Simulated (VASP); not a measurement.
# LiF (Griceite) (Fm-3m) in VASP: a series of runs

The runs below take LiF (Griceite) through relaxation of the atoms, with PBEsol.

All numbers are computed with VASP 6.6.1; they aren't measurements. Logs are shortened: lines on timing, memory, paths and dates and some standing lists are left out, and cuts for length are marked.

### Step 1. The crystal as given

It takes space group Fm-3m (No. 225, cubic). The conventional cell has a = 3.997 Å, b = 3.997 Å, c = 3.997 Å, α = 90.00°, β = 90.00°, γ = 90.00°. Li (site symmetry m-3m) has 6 F at 2.00 Å as nearest neighbours. F (site symmetry m-3m) has 6 Li at 2.00 Å as nearest neighbours.

### Step 2. Relaxation of the atoms, PBEsol (a relaxed cell with its volume scaled by 0.94)

The input, INCAR:

```
PREC = Accurate
ENCUT = 600
EDIFF = 1E-7
ISMEAR = 0
SIGMA = 0.03
LREAL = F
LASPH = T
NELM = 80
ALGO = Fast
ISIF = 2
LWAVE = F
LCHARG = F
GGA = PS
IBRION = 2
NSW = 40
EDIFFG = -0.01
```

The input, KPOINTS:

```
Automatic mesh
0
Gamma
  12 12 12
```

The input, POSCAR:

```
LiF                                     
1.0
    0.0000000000      1.9576830103      1.9576830103
    1.9576830103      0.0000000000      1.9576830103
    1.9576830103      1.9576830103      0.0000000000
  Li              F             
     1     1
Direct
     0.0000000000000000    0.0000000000000000    0.0000000000000000
     0.5000000000000000    0.5000000000000000    0.5000000000000000
```

Potentials or basis: VASP PAW PBE potentials, release 64 (Li_sv, F).

Run with:

```bash
$ cat potpaw_PBE.64/Li_sv/POTCAR potpaw_PBE.64/F/POTCAR > POTCAR
$ mpirun -np 1 vasp_std > vasp.out
```

OUTCAR:

```text
PREC = Accurate
   ENCUT = 600
   EDIFF = 1E-7
   ISMEAR = 0
   LREAL = F
   LASPH = T
   NELM = 80
   ISIF = 2
   GGA = PS
   IBRION = 2
   NSW = 40
   EDIFFG = -0.01

 ion  position               nearest neighbor table
   1  0.000  0.000  0.000-   2 1.96   2 1.96   2 1.96   2 1.96   2 1.96   2 1.96
   2  0.500  0.500  0.500-   1 1.96   1 1.96   1 1.96   1 1.96   1 1.96   1 1.96

  LATTYP: Found a face centered cubic cell.
 ALAT       =     3.9153660206

  Lattice vectors:

 A1 = (   0.0000000000,   1.9576830103,   1.9576830103)
 A2 = (   1.9576830103,   0.0000000000,   1.9576830103)
 A3 = (   1.9576830103,   1.9576830103,   0.0000000000)

Analysis of symmetry for initial positions (statically):
=====================================================================
 Subroutine PRICEL returns:
 Original cell was already a primitive cell.

 Routine SETGRP: Setting up the symmetry group for a
 face centered cubic supercell.

 Subroutine GETGRP returns: Found 48 space group operations
 (whereof 48 operations were pure point group operations)
 out of a pool of 48 trial point group operations.

The static configuration has the point symmetry O_h .

Analysis of symmetry for dynamics (positions and initial velocities):
=====================================================================
 Subroutine PRICEL returns:
 Original cell was already a primitive cell.

 Routine SETGRP: Setting up the symmetry group for a
 face centered cubic supercell.

 Subroutine GETGRP returns: Found 48 space group operations
 (whereof 48 operations were pure point group operations)
 out of a pool of 48 trial point group operations.

The dynamic configuration has the point symmetry O_h .

 Subroutine INISYM returns: Found 48 space group operations
 (whereof 48 operations are pure point group operations),
 and found     1 'primitive' translations

----------------------------------------------------------------------------------------

                                     Primitive cell

  volume of cell :      15.0057

  direct lattice vectors                    reciprocal lattice vectors
     0.000000000  1.957683010  1.957683010    -0.255403963  0.255403963  0.255403963
     1.957683010  0.000000000  1.957683010     0.255403963 -0.255403963  0.255403963
     1.957683010  1.957683010  0.000000000     0.255403963  0.255403963 -0.255403963

  length of vectors
     2.768581864  2.768581864  2.768581864     0.442372641  0.442372641  0.442372641

  position of ions in fractional coordinates (direct lattice)
     0.000000000  0.000000000  0.000000000
     0.500000000  0.500000000  0.500000000

  ion indices of the primitive-cell ions
   primitive index   ion index
                 1           1
                 2           2

----------------------------------------------------------------------------------------

 KPOINTS: Automatic mesh

Automatic generation of k-mesh.
 Grid dimensions read from file:
 generate k-points for:   12   12   12

 Generating k-lattice:

  Cartesian coordinates                     Fractional coordinates (reciprocal lattice)
    -0.021283664  0.021283664  0.021283664     0.083333333  0.000000000  0.000000000
     0.021283664 -0.021283664  0.021283664     0.000000000  0.083333333  0.000000000
     0.021283664  0.021283664 -0.021283664     0.000000000  0.000000000  0.083333333

  Length of vectors
     0.036864387  0.036864387  0.036864387

  Shift w.r.t. Gamma in fractional coordinates (k-lattice)
     0.000000000  0.000000000  0.000000000

 Subroutine IBZKPT returns following result:
 ===========================================

 Found     72 irreducible k-points:

 Following reciprocal coordinates:
            Coordinates               Weight
  0.000000  0.000000  0.000000      1.000000
  0.083333  0.000000  0.000000      8.000000
  0.166667  0.000000  0.000000      8.000000
  0.250000  0.000000  0.000000      8.000000
  0.333333  0.000000  0.000000      8.000000
  0.416667  0.000000  0.000000      8.000000
[... 16 lines left out ...]
  0.500000  0.166667  0.000000     24.000000
 -0.416667  0.166667  0.000000     24.000000
 [... further k-points ...]
   k-points           NKPTS =     72   k-points in BZ     NKDIM =     72   number of bands    NBANDS=      9
   number of dos      NEDOS =    301   number of ions     NIONS =      2
   total plane-waves  NPLWV =  13824
   dimension x,y,z NGX =    24 NGY =   24 NGZ =   24
   dimension x,y,z NGXF=    48 NGYF=   48 NGZF=   48
   ions per type =               1   1
   NGX,Y,Z   is equivalent  to a cutoff of  14.41, 14.41, 14.41 a.u.
   NGXF,Y,Z  is equivalent  to a cutoff of  28.82, 28.82, 28.82 a.u.
 SYSTEM =  unknown system
   PREC   = accura    normal or accurate (medium, high low for compatibility)
   ISTART =      0    job   : 0-new  1-cont  2-samecut
   ICHARG =      2    charge: 1-file 2-atom 10-const
   ISPIN  =      1    spin polarized calculation?
   LNONCOLLINEAR =      F non collinear calculations
   LSORBIT =      F    spin-orbit coupling
   LASPH  =      T    aspherical Exc in radial PAW
   ENCUT  =  600.0 eV  44.10 Ry    6.64 a.u.   5.53  5.53  5.53*2*pi/ulx,y,z
   NELM   =     80;   NELMIN=  2; NELMDL= -5     # of ELM steps
   EDIFF  = 0.1E-06   stopping-criterion for ELM
   LREAL  =      F    real-space projection
   EDIFFG = -.1E-01   stopping-criterion for IOM
   NSW    =     40    number of steps for IOM
   IBRION =      2    ionic relax: 0-MD 1-quasi-New 2-CG
   NFREE  =      1    steps in history (QN), initial steepest desc. (CG)
   ISIF   =      2    stress and relaxation
   ISYM   =      2    0-nonsym 1-usesym 2-fastsym
   POTIM  = 0.5000    time-step for ionic-motion
   TEBEG  =    0.0;   TEEND  =   0.0 temperature during run
   PSTRESS=    0.0 pullay stress
   NELECT =      10.0000    total number of electrons
   NUPDOWN=      -1.0000    fix difference up-down
   EMIN   =  10.00;   EMAX   =-10.00  energy-range for DOS
   EFERMI =   0.00;   METHOD = LEGACY
   ISMEAR =     0;   SIGMA  =   0.03  broadening in eV -4-tet -1-fermi 0-gaus
   EFERMI_NEDOS =   21; number of points for ismear=-14 and -15
   IALGO  =     68    algorithm
   IMIX   =      4    mixing-type and parameters
     AMIX     =   0.40;   BMIX     =  1.00
     AMIX_MAG =   1.60;   BMIX_MAG =  1.00
  volume/ion in A,a.u.               =       7.50        50.63
  Fermi-wavevector in a.u.,A,eV,Ry     =   1.429955  2.702224 27.820814  2.044772
  Thomas-Fermi vector in A             =   2.549853
   LORBIT       =      0    0 simple, 1 ext, 2 COOP (PROOUT), +10 PAW based schemes
   GGA     = PS    functional components
   LHFCALC =     F    Hartree Fock is set to
   AEXX    =    0.0000 exact exchange contribution
   IVDW    =     0    specifies the selected vdW correction
   LEPSILON=     F    determine dielectric tensor
   LRPA    =     F    only Hartree local field effects (RPA)
 conjugate gradient relaxation of ions
 non-spin polarized calculation
 RMM-DIIS sequential band-by-band and
 Gauss-broadening in eV      SIGMA  =   0.03
  energy-cutoff  :      600.00
  volume of cell :       15.01
 maximum number of plane-waves:       531
 NGX is ok and might be reduce to    24
   NGX = 11   NGY = 11   NGZ = 11

 number of electron      10.0000006 magnetization

 Free energy of the ion-electron system (eV)
  ---------------------------------------------------
  ext. energy  EPLUGINS =         0.00000000
  ---------------------------------------------------
  free energy    TOTEN  =        -9.83417947 eV

  energy without entropy =       -9.83417947  energy(sigma->0) =       -9.83417947

 E-fermi :  -0.4300     XC(G=0): -10.6355

 val. band max:       -0.5699298734   @ k =   0.0000   0.0000   0.0000
 cond. band min:       9.1455054066   @ k =   0.0000   0.0000   0.0000
 fundamental gap:      9.7154352800
 Fermi energy:        -0.4299752535

 k-point     1 :       0.0000    0.0000    0.0000
  band No.  band energies     occupation
      1     -40.6115      2.00000
      2     -20.6798      2.00000
      3      -0.5699      2.00000
      4      -0.5699      2.00000
      5      -0.5699      2.00000
      6       9.1455      0.00000
      7      24.3790      0.00000
      8      24.3804      0.00000
      9      24.3808      0.00000

 k-point     2 :       0.0833    0.0000    0.0000
  band No.  band energies     occupation
      1     -40.6053      2.00000
      2     -20.6487      2.00000
      3      -0.7963      2.00000
      4      -0.5887      2.00000
      5      -0.5887      2.00000
      6       9.3514      0.00000
      7      21.8225      0.00000
      8      23.1763      0.00000
      9      23.1766      0.00000

 k-point     3 :       0.1667    0.0000    0.0000
  band No.  band energies     occupation
      1     -40.5882      2.00000
      2     -20.5620      2.00000
      3      -1.3754      2.00000
      4      -0.6388      2.00000
      5      -0.6388      2.00000
      6       9.8382      0.00000
      7      19.5028      0.00000
      8      21.8400      0.00000
      9      21.8401      0.00000

 k-point     4 :       0.2500    0.0000    0.0000
  band No.  band energies     occupation
      1     -40.5651      2.00000
      2     -20.4389      2.00000
      3      -2.0989      2.00000
      4      -0.7055      2.00000
      5      -0.7055      2.00000
      6      10.3088      0.00000
      7      17.9274      0.00000
      8      20.6055      0.00000
      9      20.6055      0.00000
[... 205 lines left out ...]
 k-point    22 :       0.4167    0.1667    0.0000
  band No.  band energies     occupation
      1     -40.5250      2.00000
      2     -20.1665      2.00000
      3      -2.9700      2.00000
      4      -1.3229      2.00000
      5      -1.1063      2.00000
      6      11.6555      0.00000
      7      16.4199      0.00000
      8      19.3030      0.00000
      9      19.7019      0.00000

 k-point    23 :       0.5000    0.1667    0.0000
  band No.  band energies     occupation
      1     -40.5134      2.00000
      2     -20.0924      2.00000
      3      -3.2508      2.00000
      4      -1.5125      2.00000
      5      -1.0684      2.00000
      6      11.6675      0.00000
      7      16.1674      0.00000
      8      19.1952      0.00000
      9      19.2853      0.00000

 k-point    24 :      -0.4167    0.1667    0.0000
  band No.  band energies     occupation
      1     -40.5117      2.00000
      2     -20.0854      2.00000
      3      -3.2528      2.00000
      4      -1.6384      2.00000
      5      -0.9742      2.00000
      6      11.6171      0.00000
      7      16.0472      0.00000
      8      19.1361      0.00000
      9      19.3352      0.00000

 [... further k-points ...]
[... 5 lines left out ...]
  --------------------------------------------------------------------------------------
  -------------------------------------------------------------------------------------
  Total        0.5090082      0.5090082      0.5090082      0.0000000      0.0000000     -0.0000000
  in kB       54.3473389     54.3473389     54.3473389      0.0000000      0.0000000     -0.0000000
  external PRESSURE =      54.3473389 kB  Pullay stress =       0.0000000 kB

 VOLUME and BASIS-vectors are now :
 -----------------------------------------------------------------------------
  energy-cutoff  :      600.00
  volume of cell :       15.01
      direct lattice vectors                 reciprocal lattice vectors
     0.000000000  1.957683010  1.957683010    -0.255403963  0.255403963  0.255403963
     1.957683010  0.000000000  1.957683010     0.255403963 -0.255403963  0.255403963
     1.957683010  1.957683010  0.000000000     0.255403963  0.255403963 -0.255403963

 POSITION                                       TOTAL-FORCE (eV/Angst)
 -----------------------------------------------------------------------------------
      0.00000      0.00000      0.00000        -0.000000     -0.000000      0.000000
      1.95768      1.95768      1.95768         0.000000      0.000000     -0.000000
 -----------------------------------------------------------------------------------
    total drift:                               -0.000000     -0.000000      0.000000

  FREE ENERGIE OF THE ION-ELECTRON SYSTEM (eV)
  ---------------------------------------------------
  free  energy   TOTEN  =        -9.8341794719 eV

  energy  without entropy=       -9.8341794719  energy(sigma->0) =       -9.83417947

 reached required accuracy - stopping structural energy minimisation
```

It took 6.6 s on 1 thread of Intel Xeon 6975P-C (Granite Rapids), shared host; peak memory 0.13 GiB.

What came out:

* Free energy: -9.8342 eV
* Pressure after relaxing: 5.4 GPa
* Band gap on the k mesh: 9.72 eV, direct

Final structure:
```
Li F
1.0
     0.00000    1.95768    1.95768
     1.95768    0.00000    1.95768
     1.95768    1.95768    0.00000
Li F
1 1
Cartesian
  0.0000 0.0000 0.0000
  1.9577 1.9577 1.9577
```

Caveat: the cutoff is under 1.25 times the usual one of these potentials, so pressure, stress and relaxed cells hold a basis-set (Pulay) error; the relaxation stopped at its first step, so nothing moved; the PAW data sets were made with another functional, which shifts forces and pressure a little. A k mesh can miss the band edges.

(Continued in part 2 of 2.)
